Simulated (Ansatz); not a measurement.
In doubt: masses and optical values from hybrid runs of this build are listed as unsure (in some of the runs), which bears on the screening that GW takes from such a start.

The crystal is AlAs (F-43m).

```xyz
2
Lattice="0.0000 2.8304 2.8304 2.8304 0.0000 2.8304 2.8304 2.8304 0.0000" Properties=species:S:1:pos:R:3 pbc="T T T"
Al    0.0000    0.0000    0.0000
As    1.4152    1.4152    1.4152
```

The cell and positions come from the Crystallography Open Database and are kept as given unless a step says otherwise.

Gaps computed with Ansatz 0.2.0 without a self-energy: HSE06 2.09 eV.

Q: What gap should G0W0 on HSE06 give (8×8×8 mesh, 407 empty bands, screening to 250 eV, hard PAW files)?

About 2.50 eV: on its mesh the run moves the gap from 2.08 eV by +0.42 eV. Bands and cutoff are finite, so the gap is not at the basis limit. The miss can reach some tenths of an eV and take either sign; the mesh is an error of its own. The many-body steps are scalar-relativistic: spin-orbit coupling is not in them.

[Paths, hosts, dates, memory and timing lines, banners, echoed tables and standing remarks are left out of the program output.]

[Logs are printed without paths, hosts, clocks, repeated set-up lines and the standing remarks that a program may print on its own settings, such as how far it seeks lower states.]

[Runs of the session that timed out or met a known fault of the program may be left out.]

[Cells called generated may have been cut or substituted from an entry of the Crystallography Open Database or the Materials Project.]

[Hosts, paths, dates, database ids (printed as entryN), source tags and the programs' standing remarks are cut or masked in the printed files.]
